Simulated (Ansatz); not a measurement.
# CuO: the cost of one run

Computed with Ansatz 0.2.0 (DFT PBE, scalar-relativistic, plane waves, PAW, unless a step's input says otherwise).

## (1) Starting point

It takes space group Cccm (No. 66, orthorhombic). The conventional cell has a = 3.982 Å, b = 4.307 Å, c = 5.156 Å, α = 90.00°, β = 90.00°, γ = 90.00°. Cu (site symmetry 2/m) is surrounded by 4 O at 1.95 Å. O (site symmetry 222) has 4 Cu at 1.95 Å in its first shell of neighbours.

Structure file:

```cif
data_structure
_symmetry_space_group_name_H-M 'P 1'
_symmetry_Int_Tables_number 1
_cell_length_a 7.9639
_cell_length_b 8.6142
_cell_length_c 11.8634
_cell_angle_alpha 111.288
_cell_angle_beta 109.612
_cell_angle_gamma 90.000
_cell_volume 707.42
loop_
_atom_site_label
_atom_site_type_symbol
_atom_site_fract_x
_atom_site_fract_y
_atom_site_fract_z
_atom_site_occupancy
Cu1 Cu 0.87500 0.37500 0.50000 1
Cu2 Cu 0.62500 0.12500 0.50000 1
Cu3 Cu 0.87500 0.37500 0.00000 1
Cu4 Cu 0.62500 0.12500 0.00000 1
Cu5 Cu 0.87500 0.87500 0.00000 1
Cu6 Cu 0.37500 0.37500 0.50000 1
Cu7 Cu 0.62500 0.62500 0.00000 1
Cu8 Cu 0.87500 0.87500 0.50000 1
Cu9 Cu 0.12500 0.12500 0.50000 1
Cu10 Cu 0.37500 0.37500 0.00000 1
Cu11 Cu 0.62500 0.62500 0.50000 1
Cu12 Cu 0.12500 0.12500 0.00000 1
Cu13 Cu 0.37500 0.87500 0.00000 1
Cu14 Cu 0.12500 0.62500 0.00000 1
Cu15 Cu 0.37500 0.87500 0.50000 1
Cu16 Cu 0.12500 0.62500 0.50000 1
Cu17 Cu 0.00000 0.25000 0.25000 1
Cu18 Cu 0.75000 0.00000 0.25000 1
Cu19 Cu 0.00000 0.25000 0.75000 1
Cu20 Cu 0.75000 0.00000 0.75000 1
Cu21 Cu 0.00000 0.75000 0.75000 1
Cu22 Cu 0.50000 0.25000 0.25000 1
Cu23 Cu 0.75000 0.50000 0.75000 1
Cu24 Cu 0.00000 0.75000 0.25000 1
Cu25 Cu 0.25000 0.00000 0.25000 1
Cu26 Cu 0.50000 0.25000 0.75000 1
Cu27 Cu 0.75000 0.50000 0.25000 1
Cu28 Cu 0.25000 0.00000 0.75000 1
Cu29 Cu 0.50000 0.75000 0.75000 1
Cu30 Cu 0.25000 0.50000 0.75000 1
Cu31 Cu 0.50000 0.75000 0.25000 1
Cu32 Cu 0.25000 0.50000 0.25000 1
O1 O 0.81250 0.06250 0.12500 1
O2 O 0.81250 0.06250 0.62500 1
O3 O 0.81250 0.56250 0.62500 1
O4 O 0.31250 0.06250 0.12500 1
O5 O 0.56250 0.31250 0.62500 1
O6 O 0.81250 0.56250 0.12500 1
O7 O 0.31250 0.06250 0.62500 1
O8 O 0.56250 0.31250 0.12500 1
O9 O 0.31250 0.56250 0.62500 1
O10 O 0.56250 0.81250 0.12500 1
O11 O 0.06250 0.31250 0.62500 1
O12 O 0.31250 0.56250 0.12500 1
O13 O 0.56250 0.81250 0.62500 1
O14 O 0.06250 0.31250 0.12500 1
O15 O 0.06250 0.81250 0.12500 1
O16 O 0.06250 0.81250 0.62500 1
O17 O 0.93750 0.18750 0.37500 1
O18 O 0.93750 0.18750 0.87500 1
O19 O 0.93750 0.68750 0.87500 1
O20 O 0.43750 0.18750 0.37500 1
O21 O 0.68750 0.43750 0.87500 1
O22 O 0.93750 0.68750 0.37500 1
O23 O 0.43750 0.18750 0.87500 1
O24 O 0.68750 0.43750 0.37500 1
O25 O 0.43750 0.68750 0.87500 1
O26 O 0.68750 0.93750 0.37500 1
O27 O 0.18750 0.43750 0.87500 1
O28 O 0.43750 0.68750 0.37500 1
O29 O 0.68750 0.93750 0.87500 1
O30 O 0.18750 0.43750 0.37500 1
O31 O 0.18750 0.93750 0.37500 1
O32 O 0.18750 0.93750 0.87500 1
```

The runs take a perfect supercell of 64 atoms; the defect goes to fractional position (0.875, 0.375, 0.500).

## (2) The perfect supercell

input.yaml

```yaml
crystal:
  lattice:
    - [-7.963872, 0.0, 0.0]
    - [0.0, -8.6142, 0.0]
    - [3.981936, 4.3071, 10.311856]
  atoms:
    - { symbol: Cu, position: [0.875, 0.375, 0.5] }
    - { symbol: Cu, position: [0.625, 0.125, 0.5] }
    - { symbol: Cu, position: [0.875, 0.375, 0.0] }
    - { symbol: Cu, position: [0.625, 0.125, 0.0] }
    - { symbol: Cu, position: [0.875, 0.875, 0.0] }
    - { symbol: Cu, position: [0.375, 0.375, 0.5] }
    - { symbol: Cu, position: [0.625, 0.625, 0.0] }
    - { symbol: Cu, position: [0.875, 0.875, 0.5] }
    - { symbol: Cu, position: [0.125, 0.125, 0.5] }
    - { symbol: Cu, position: [0.375, 0.375, 0.0] }
    - { symbol: Cu, position: [0.625, 0.625, 0.5] }
    - { symbol: Cu, position: [0.125, 0.125, 0.0] }
    - { symbol: Cu, position: [0.375, 0.875, 0.0] }
    - { symbol: Cu, position: [0.125, 0.625, 0.0] }
    - { symbol: Cu, position: [0.375, 0.875, 0.5] }
    - { symbol: Cu, position: [0.125, 0.625, 0.5] }
    - { symbol: Cu, position: [0.0, 0.25, 0.25] }
    - { symbol: Cu, position: [0.75, 0.0, 0.25] }
    - { symbol: Cu, position: [0.0, 0.25, 0.75] }
    - { symbol: Cu, position: [0.75, 0.0, 0.75] }
    - { symbol: Cu, position: [0.0, 0.75, 0.75] }
    - { symbol: Cu, position: [0.5, 0.25, 0.25] }
    - { symbol: Cu, position: [0.75, 0.5, 0.75] }
    - { symbol: Cu, position: [0.0, 0.75, 0.25] }
    - { symbol: Cu, position: [0.25, 0.0, 0.25] }
    - { symbol: Cu, position: [0.5, 0.25, 0.75] }
    - { symbol: Cu, position: [0.75, 0.5, 0.25] }
    - { symbol: Cu, position: [0.25, 0.0, 0.75] }
    - { symbol: Cu, position: [0.5, 0.75, 0.75] }
    - { symbol: Cu, position: [0.25, 0.5, 0.75] }
    - { symbol: Cu, position: [0.5, 0.75, 0.25] }
    - { symbol: Cu, position: [0.25, 0.5, 0.25] }
    - { symbol: O, position: [0.8125, 0.0625, 0.125] }
    - { symbol: O, position: [0.8125, 0.0625, 0.625] }
    - { symbol: O, position: [0.8125, 0.5625, 0.625] }
    - { symbol: O, position: [0.3125, 0.0625, 0.125] }
    - { symbol: O, position: [0.5625, 0.3125, 0.625] }
    - { symbol: O, position: [0.8125, 0.5625, 0.125] }
    - { symbol: O, position: [0.3125, 0.0625, 0.625] }
    - { symbol: O, position: [0.5625, 0.3125, 0.125] }
    - { symbol: O, position: [0.3125, 0.5625, 0.625] }
    - { symbol: O, position: [0.5625, 0.8125, 0.125] }
    - { symbol: O, position: [0.0625, 0.3125, 0.625] }
    - { symbol: O, position: [0.3125, 0.5625, 0.125] }
    - { symbol: O, position: [0.5625, 0.8125, 0.625] }
    - { symbol: O, position: [0.0625, 0.3125, 0.125] }
    - { symbol: O, position: [0.0625, 0.8125, 0.125] }
    - { symbol: O, position: [0.0625, 0.8125, 0.625] }
    - { symbol: O, position: [0.9375, 0.1875, 0.375] }
    - { symbol: O, position: [0.9375, 0.1875, 0.875] }
    - { symbol: O, position: [0.9375, 0.6875, 0.875] }
    - { symbol: O, position: [0.4375, 0.1875, 0.375] }
    - { symbol: O, position: [0.6875, 0.4375, 0.875] }
    - { symbol: O, position: [0.9375, 0.6875, 0.375] }
    - { symbol: O, position: [0.4375, 0.1875, 0.875] }
    - { symbol: O, position: [0.6875, 0.4375, 0.375] }
    - { symbol: O, position: [0.4375, 0.6875, 0.875] }
    - { symbol: O, position: [0.6875, 0.9375, 0.375] }
    - { symbol: O, position: [0.1875, 0.4375, 0.875] }
    - { symbol: O, position: [0.4375, 0.6875, 0.375] }
    - { symbol: O, position: [0.6875, 0.9375, 0.875] }
    - { symbol: O, position: [0.1875, 0.4375, 0.375] }
    - { symbol: O, position: [0.1875, 0.9375, 0.375] }
    - { symbol: O, position: [0.1875, 0.9375, 0.875] }
basis:
  ecutwfc: 420
  fft_grid_basis: typed
kpoints:
  mp_grid: { grid: [2, 2, 2] }
hamiltonian:
  xc: pbe
  pseudopotentials: { kind: paw }
scf:
  occupations: { method: gaussian, width: 0.05 }
output:
  forces: true
  stress: false
  eigenvalues: true
  bader: false
  write_density: true
  volumetric_format: npy
```

The run is started by

```console
$ ansatz run input.yaml --threads 8 --pin off --max-ram 16384MiB --backend cpu --events-out ev --progress --plain --runs-dir out
```

**Question.** How long does this run take on 8 threads of Intel Xeon 6975P-C (Granite Rapids), shared host, and how much memory does it need?

About 9.2 s, with a peak of 7 GiB.
